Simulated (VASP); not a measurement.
# Ga (I4/mmm) in VASP: further runs

The runs below take Ga through electric field gradients, with r2SCAN, PBE.

Program: VASP 6.6.1. These are calculated values, not measurements. Logs are shortened: lines on timing, memory, paths and dates and some standing lists are left out, and cuts for length are marked.

### 1 Starting point

Symmetry: I4/mmm, No. 139, tetragonal system. Conventional cell: a = 2.769 Å, b = 2.769 Å, c = 4.622 Å, α = 90.00°, β = 90.00°, γ = 90.00°. Ga (site symmetry 4/mmm) is surrounded by 12 Ga at 2.77 to 3.03 Å.

This isn't the form of Ga at room conditions, which is orthorhombic.

### 2 Electric field gradients, r2SCAN

POSCAR reads:

```
Ga
1.0
   -1.3843987196      1.3843987196      2.3112238365
    1.3843987196     -1.3843987196      2.3112238365
    1.3843987196      1.3843987196     -2.3112238365
Ga
1
Direct
    0.0000000000      0.0000000000      0.0000000000
```

INCAR.step1 reads:

```
  PREC = Accurate
  ENCUT = 520
  ISMEAR = -1
  SIGMA = 0.05
  LREAL = F
  LASPH = T
  NELM = 100
  NBANDS = 12
  GGA = PE
  ALGO = Normal
  EDIFF = 1E-4
  LWAVE = T
  LCHARG = F
```

INCAR.step2 reads:

```
  PREC = Accurate
  ENCUT = 520
  EDIFF = 1E-8
  ISMEAR = -1
  SIGMA = 0.05
  LREAL = F
  LASPH = T
  NELM = 100
  ALGO = Normal
  ISIF = 2
  LWAVE = F
  LCHARG = F
  METAGGA = R2SCAN
  LMIXTAU = T
  LEFG = T
  NBANDS = 12
  ISTART = 1
```

KPOINTS reads:

```
Automatic mesh
0
Gamma
  18 18 18
```

Potentials or basis: VASP PAW PBE potentials, release 64 (Ga_d).

The run is started by

```
$ cat potpaw_PBE.64/Ga_d/POTCAR > POTCAR
$ cp INCAR.step1 INCAR
$ mpirun -np 1 vasp_std > vasp.out
$ cp INCAR.step2 INCAR
$ mpirun -np 1 vasp_std > vasp.out
```

OUTCAR:

```text
PREC = Accurate
   ENCUT = 520
   EDIFF = 1E-8
   ISMEAR = -1
   LREAL = F
   LASPH = T
   NELM = 100
   ISIF = 2
   METAGGA = R2SCAN
   ISTART = 1

 ion  position               nearest neighbor table
   1  0.000  0.000  0.000-

  LATTYP: Found a body centered tetragonal cell.
 ALAT       =     2.7687974392
 C/A-ratio  =     1.6694784557

  Lattice vectors:

 A1 = (  -1.3843987196,   1.3843987196,   2.3112238365)
 A2 = (   1.3843987196,  -1.3843987196,   2.3112238365)
 A3 = (   1.3843987196,   1.3843987196,  -2.3112238365)

Analysis of symmetry for initial positions (statically):
=====================================================================
 Subroutine PRICEL returns:
 Original cell was already a primitive cell.

 Routine SETGRP: Setting up the symmetry group for a
 body centered tetragonal supercell.

 Subroutine GETGRP returns: Found 16 space group operations
 (whereof 16 operations were pure point group operations)
 out of a pool of 16 trial point group operations.

The static configuration has the point symmetry D_4h.

Analysis of symmetry for dynamics (positions and initial velocities):
=====================================================================
 Subroutine PRICEL returns:
 Original cell was already a primitive cell.

 Routine SETGRP: Setting up the symmetry group for a
 body centered tetragonal supercell.

 Subroutine GETGRP returns: Found 16 space group operations
 (whereof 16 operations were pure point group operations)
 out of a pool of 16 trial point group operations.

The dynamic configuration has the point symmetry D_4h.

 Subroutine INISYM returns: Found 16 space group operations
 (whereof 16 operations are pure point group operations),
 and found     1 'primitive' translations

----------------------------------------------------------------------------------------

                                     Primitive cell

  volume of cell :      17.7184

  direct lattice vectors                    reciprocal lattice vectors
    -1.384398720  1.384398720  2.311223836     0.000000000  0.361167627  0.216335602
     1.384398720 -1.384398720  2.311223836     0.361167627  0.000000000  0.216335602
     1.384398720  1.384398720 -2.311223836     0.361167627  0.361167627  0.000000000

  length of vectors
     3.029005654  3.029005654  3.029005654     0.421002550  0.421002550  0.510768156

  position of ions in fractional coordinates (direct lattice)
     0.000000000  0.000000000  0.000000000

  ion indices of the primitive-cell ions
   primitive index   ion index
                 1           1

----------------------------------------------------------------------------------------

 KPOINTS: Automatic mesh

Automatic generation of k-mesh.
 Grid dimensions read from file:
 generate k-points for:   18   18   18

 Generating k-lattice:

  Cartesian coordinates                     Fractional coordinates (reciprocal lattice)
     0.000000000  0.020064868  0.012018645     0.055555556  0.000000000 -0.000000000
     0.020064868  0.000000000  0.012018645     0.000000000  0.055555556 -0.000000000
     0.020064868  0.020064868  0.000000000     0.000000000  0.000000000  0.055555556

  Length of vectors
     0.023389031  0.023389031  0.028376009

  Shift w.r.t. Gamma in fractional coordinates (k-lattice)
     0.000000000  0.000000000  0.000000000

 Subroutine IBZKPT returns following result:
 ===========================================

 Found    480 irreducible k-points:

 Following reciprocal coordinates:
            Coordinates               Weight
  0.000000  0.000000  0.000000      1.000000
  0.055556  0.000000  0.000000      8.000000
  0.111111  0.000000  0.000000      8.000000
  0.166667  0.000000 -0.000000      8.000000
  0.222222 -0.000000  0.000000      8.000000
  0.277778  0.000000  0.000000      8.000000
[... 16 lines left out ...]
 -0.277778  0.055556  0.000000     16.000000
 -0.222222  0.055556 -0.000000     16.000000
 [... further k-points ...]
   k-points           NKPTS =    480   k-points in BZ     NKDIM =    480   number of bands    NBANDS=     12
   number of dos      NEDOS =    301   number of ions     NIONS =      1
   total plane-waves  NPLWV =  13824
   dimension x,y,z NGX =    24 NGY =   24 NGZ =   24
   dimension x,y,z NGXF=    48 NGYF=   48 NGZF=   48
   ions per type =               1
   NGX,Y,Z   is equivalent  to a cutoff of  13.17, 13.17, 13.17 a.u.
   NGXF,Y,Z  is equivalent  to a cutoff of  26.34, 26.34, 26.34 a.u.
 SYSTEM =  unknown system
   PREC   = accura    normal or accurate (medium, high low for compatibility)
   ISTART =      1    job   : 0-new  1-cont  2-samecut
   ICHARG =      0    charge: 1-file 2-atom 10-const
   ISPIN  =      1    spin polarized calculation?
   LNONCOLLINEAR =      F non collinear calculations
   LSORBIT =      F    spin-orbit coupling
   LASPH  =      T    aspherical Exc in radial PAW
   ENCUT  =  520.0 eV  38.22 Ry    6.18 a.u.   5.63  5.63  5.63*2*pi/ulx,y,z
   NELM   =    100;   NELMIN=  2; NELMDL=  0     # of ELM steps
   EDIFF  = 0.1E-07   stopping-criterion for ELM
   LREAL  =      F    real-space projection
   EDIFFG = 0.1E-06   stopping-criterion for IOM
   NSW    =      0    number of steps for IOM
   IBRION =     -1    ionic relax: 0-MD 1-quasi-New 2-CG
   NFREE  =      0    steps in history (QN), initial steepest desc. (CG)
   ISIF   =      2    stress and relaxation
   ISYM   =      2    0-nonsym 1-usesym 2-fastsym
   POTIM  = 0.5000    time-step for ionic-motion
   TEBEG  =    0.0;   TEEND  =   0.0 temperature during run
   PSTRESS=    0.0 pullay stress
   NELECT =      13.0000    total number of electrons
   NUPDOWN=      -1.0000    fix difference up-down
   EMIN   =  10.00;   EMAX   =-10.00  energy-range for DOS
   EFERMI =   0.00;   METHOD = LEGACY
   ISMEAR =    -1;   SIGMA  =   0.05  broadening in eV -4-tet -1-fermi 0-gaus
   EFERMI_NEDOS =   21; number of points for ismear=-14 and -15
   IALGO  =     38    algorithm
   IMIX   =      4    mixing-type and parameters
     AMIX     =   0.40;   BMIX     =  1.00
     AMIX_MAG =   1.60;   BMIX_MAG =  1.00
  volume/ion in A,a.u.               =      17.72       119.57
  Fermi-wavevector in a.u.,A,eV,Ry     =   1.476549  2.790273 29.663375  2.180197
  Thomas-Fermi vector in A             =   2.591062
   LORBIT       =      0    0 simple, 1 ext, 2 COOP (PROOUT), +10 PAW based schemes
   METAGGA = R2SCAN    functional components
   LHFCALC =     F    Hartree Fock is set to
   AEXX    =    0.0000 exact exchange contribution
   IVDW    =     0    specifies the selected vdW correction
   LEPSILON=     F    determine dielectric tensor
   LRPA    =     F    only Hartree local field effects (RPA)
 non-spin polarized calculation
  energy-cutoff  :      520.00
  volume of cell :       17.72
 maximum number of plane-waves:       493
   NGX = 11   NGY = 11   NGZ = 11

 number of electron      12.9999997 magnetization

 Free energy of the ion-electron system (eV)
  ---------------------------------------------------
  ext. energy  EPLUGINS =         0.00000000
  ---------------------------------------------------
  free energy    TOTEN  =       -11.30753695 eV

  energy without entropy =      -11.30406474  energy(sigma->0) =      -11.30580085

 E-fermi :   6.0372     XC(G=0): -12.5395

 val. band max:        6.0328142492   @ k =  -0.2222   0.2778   0.2222
 cond. band min:       6.0544120636   @ k =   0.2778   0.2778   0.1111
 fundamental gap:      0.0215978143
 Fermi energy:         6.0371626430

 k-point     1 :       0.0000    0.0000    0.0000
  band No.  band energies     occupation
      1      -9.6054      2.00000
      2      -9.4416      2.00000
      3      -9.4030      2.00000
      4      -9.4030      2.00000
      5      -9.2296      2.00000
      6      -6.1069      2.00000
      7      19.5484      0.00000
      8      19.8049      0.00000
      9      19.8050      0.00000
     10      23.0531      0.00000
     11      23.4605      0.00000
     12      24.2123      0.00000
[... 331 lines left out ...]
 k-point    24 :      -0.2222    0.0556   -0.0000
  band No.  band energies     occupation
      1      -9.5422      2.00000
      2      -9.4669      2.00000
      3      -9.3755      2.00000
      4      -9.3560      2.00000
      5      -9.2723      2.00000
      6      -4.7733      2.00000
      7      12.0819      0.00000
      8      16.3088      0.00000
      9      18.8692      0.00000
     10      20.8832      0.00000
     11      23.3577      0.00000
     12      25.8528      0.00000

 [... further k-points ...]

------------------------ aborting loop because EDIFF is reached ----------------------------------------

  FORCE on cell =-STRESS in cart. coord.  units (eV):
  Direction    XX          YY          ZZ          XY          YZ          ZX
  --------------------------------------------------------------------------------------
  -------------------------------------------------------------------------------------
  Total        0.0997626      0.0997626      0.0033900      0.0000000     -0.0000000      0.0000000
  in kB        9.0209871      9.0209871      0.3065382      0.0000000     -0.0000000      0.0000000
  external PRESSURE =       6.1161708 kB  Pullay stress =       0.0000000 kB

 VOLUME and BASIS-vectors are now :
 -----------------------------------------------------------------------------
  energy-cutoff  :      520.00
  volume of cell :       17.72
      direct lattice vectors                 reciprocal lattice vectors
    -1.384398720  1.384398720  2.311223836     0.000000000  0.361167627  0.216335602
     1.384398720 -1.384398720  2.311223836     0.361167627  0.000000000  0.216335602
     1.384398720  1.384398720 -2.311223836     0.361167627  0.361167627  0.000000000

 POSITION                                       TOTAL-FORCE (eV/Angst)
 -----------------------------------------------------------------------------------
      0.00000      0.00000      0.00000        -0.000000     -0.000000      0.000000
 -----------------------------------------------------------------------------------
    total drift:                               -0.000000      0.000000      0.000000

  FREE ENERGIE OF THE ION-ELECTRON SYSTEM (eV)
  ---------------------------------------------------
  free  energy   TOTEN  =       -11.3075369528 eV

  energy  without entropy=      -11.3040647381  energy(sigma->0) =      -11.30580085

 Electric field gradients (V/A^2)
---------------------------------------------------------------------
 ion       V_xx      V_yy      V_zz      V_xy      V_xz      V_yz
---------------------------------------------------------------------
   1     -15.873   -15.873    31.746    -0.003    -0.001    -0.001
---------------------------------------------------------------------

 Electric field gradients after diagonalization (V/A^2)
 (convention: |V_zz| > |V_xx| > |V_yy|)
----------------------------------------------------------------------
 ion       V_xx      V_yy      V_zz     asymmetry (V_yy - V_xx)/ V_zz
----------------------------------------------------------------------
   1     -15.876   -15.870    31.746       0.000
----------------------------------------------------------------------

           NMR quadrupolar parameters

 Cq : quadrupolar parameter    Cq=e*Q*V_zz/h
 eta: asymmetry parameters     (V_yy - V_xx)/ V_zz
 Q  : nuclear electric quadrupole moment in mb (millibarn)
----------------------------------------------------------------------
 ion       Cq(MHz)       eta       Q (mb)
----------------------------------------------------------------------
   1       0.077       0.000       1.000
----------------------------------------------------------------------
```

It took 6.9 min on 1 thread of Intel Xeon Platinum 8259CL at 2.50GHz (Skylake/Cascade Lake), shared host; peak memory 0.22 GiB.

Results:

```yaml
Free_energy: -11.3075 eV
Pressure: 0.6 GPa
Band_gap_on_the_k_mesh: none (metal or under the smearing width)
```

Stress tensor (GPa, compression positive):
```
0.90 0.00 0.00
0.00 0.90 0.00
0.00 0.00 0.03
```

Levels at points of the mesh, in eV from the Fermi level:
| k point | band 4 | band 5 | band 6 | band 7 | band 8 | band 9 |
| --- | --- | --- | --- | --- | --- | --- |
| (0.00, 0.00, 0.00) | -15.44 | -15.27 | -12.14 | 13.51 | 13.77 | 13.77 |
| (0.50, 0.00, 0.00) | -15.27 | -15.21 | -5.09 | -4.49 | 8.38 | 12.49 |
| (0.50, 0.50, 0.00) | -15.26 | -15.11 | -2.21 | -0.78 | 3.91 | 5.44 |
| (0.50, 0.50, 0.50) | -15.23 | -15.22 | -4.62 | -4.23 | 7.58 | 7.58 |

Electric field gradients, principal values (V/Å²):
| atom | Vxx | Vyy | Vzz |
| --- | --- | --- | --- |
| 1 Ga | -15.870 | -15.876 | 31.746 |

Caveat: the PAW data sets were made with another functional, which shifts forces and pressure a little.

### 3 Electric field gradients, PBE

INCAR reads:

```
SYSTEM = Ga
PREC = Accurate ; ENCUT = 520
EDIFF = 1E-8 ; ISMEAR = -1
SIGMA = 0.05 ; LREAL = .False.
LASPH = .True. ; NELM = 100
ALGO = Normal ; ISIF = 2
LWAVE = .False. ; LCHARG = .False.
GGA = PE ; LEFG = .True.
NBANDS = 12
```

KPOINTS reads:

```
Automatic mesh
0
Gamma
  18 18 18
  0 0 0
```

POSCAR is that of step 2.

Potentials or basis: VASP PAW PBE potentials, release 64 (Ga_d).

The run is started by

```
$ cat potpaw_PBE.64/Ga_d/POTCAR > POTCAR
$ mpirun -np 1 vasp_std > vasp.out
```

OUTCAR:

```text
SYSTEM = Ga
   PREC = Accurate
   ENCUT = 520
   EDIFF = 1E-8
   ISMEAR = -1
   LREAL = .False.
   LASPH = .True.
   NELM = 100
   ISIF = 2
   GGA = PE

 ion  position               nearest neighbor table
   1  0.000  0.000  0.000-

  LATTYP: Found a body centered tetragonal cell.
 ALAT       =     2.7687974392
 C/A-ratio  =     1.6694784557

  Lattice vectors:

 A1 = (  -1.3843987196,   1.3843987196,   2.3112238365)
 A2 = (   1.3843987196,  -1.3843987196,   2.3112238365)
 A3 = (   1.3843987196,   1.3843987196,  -2.3112238365)

Analysis of symmetry for initial positions (statically):
=====================================================================
 Subroutine PRICEL returns:
 Original cell was already a primitive cell.

 Routine SETGRP: Setting up the symmetry group for a
 body centered tetragonal supercell.

 Subroutine GETGRP returns: Found 16 space group operations
 (whereof 16 operations were pure point group operations)
[... 540 lines left out ...]

 VOLUME and BASIS-vectors are now :
 -----------------------------------------------------------------------------
  energy-cutoff  :      520.00
  volume of cell :       17.72
      direct lattice vectors                 reciprocal lattice vectors
    -1.384398720  1.384398720  2.311223836     0.000000000  0.361167627  0.216335602
     1.384398720 -1.384398720  2.311223836     0.361167627  0.000000000  0.216335602
     1.384398720  1.384398720 -2.311223836     0.361167627  0.361167627  0.000000000

 POSITION                                       TOTAL-FORCE (eV/Angst)
 -----------------------------------------------------------------------------------
      0.00000      0.00000      0.00000        -0.000000      0.000000      0.000000
 -----------------------------------------------------------------------------------
    total drift:                                0.000000      0.000000      0.000000

  FREE ENERGIE OF THE ION-ELECTRON SYSTEM (eV)
  ---------------------------------------------------
  free  energy   TOTEN  =        -2.8719316618 eV

  energy  without entropy=       -2.8685758499  energy(sigma->0) =       -2.87025376

 Electric field gradients (V/A^2)
---------------------------------------------------------------------
 ion       V_xx      V_yy      V_zz      V_xy      V_xz      V_yz
---------------------------------------------------------------------
   1     -14.289   -14.289    28.577    -0.003    -0.001    -0.001
---------------------------------------------------------------------

 Electric field gradients after diagonalization (V/A^2)
 (convention: |V_zz| > |V_xx| > |V_yy|)
----------------------------------------------------------------------
 ion       V_xx      V_yy      V_zz     asymmetry (V_yy - V_xx)/ V_zz
----------------------------------------------------------------------
   1     -14.291   -14.286    28.577       0.000
----------------------------------------------------------------------

           NMR quadrupolar parameters

 Cq : quadrupolar parameter    Cq=e*Q*V_zz/h
 eta: asymmetry parameters     (V_yy - V_xx)/ V_zz
 Q  : nuclear electric quadrupole moment in mb (millibarn)
----------------------------------------------------------------------
 ion       Cq(MHz)       eta       Q (mb)
----------------------------------------------------------------------
   1       0.069       0.000       1.000
----------------------------------------------------------------------
```

stdout:

```text
POSCAR found type information on POSCAR Ga
 POSCAR found :  1 types and       1 ions
 scaLAPACK will be used
 LDA part: xc-table for (Slater+PW92), standard interpolation
 POSCAR, INCAR and KPOINTS ok, starting setup
 FFT: planning ... GRIDC
 FFT: planning ... GRID_SOFT
 FFT: planning ... GRID
 WAVECAR not read
 entering main loop
ion   1
```

It took 76 s on 1 thread of Intel Xeon Platinum 8259CL at 2.50GHz (Skylake/Cascade Lake), shared host; peak memory 0.22 GiB.

What came out:

```yaml
Free_energy: -2.8719 eV
Pressure: 4.1 GPa
Band_gap_on_the_k_mesh: none (metal or under the smearing width)
```

Levels at points of the mesh, in eV from the Fermi level:
```tsv
k point	band 4	band 5	band 6	band 7	band 8	band 9
(0.00, 0.00, 0.00)	-14.88	-14.72	-11.51	12.72	13.03	13.03
(0.50, 0.00, 0.00)	-14.72	-14.67	-4.88	-4.20	7.94	11.91
(0.50, 0.50, 0.00)	-14.71	-14.57	-1.97	-0.92	3.78	5.11
(0.50, 0.50, 0.50)	-14.68	-14.67	-4.47	-3.93	7.20	7.20
```

Electric field gradients, principal values (V/Å²):
```tsv
atom	Vxx	Vyy	Vzz
1 Ga	-14.286	-14.291	28.577
```
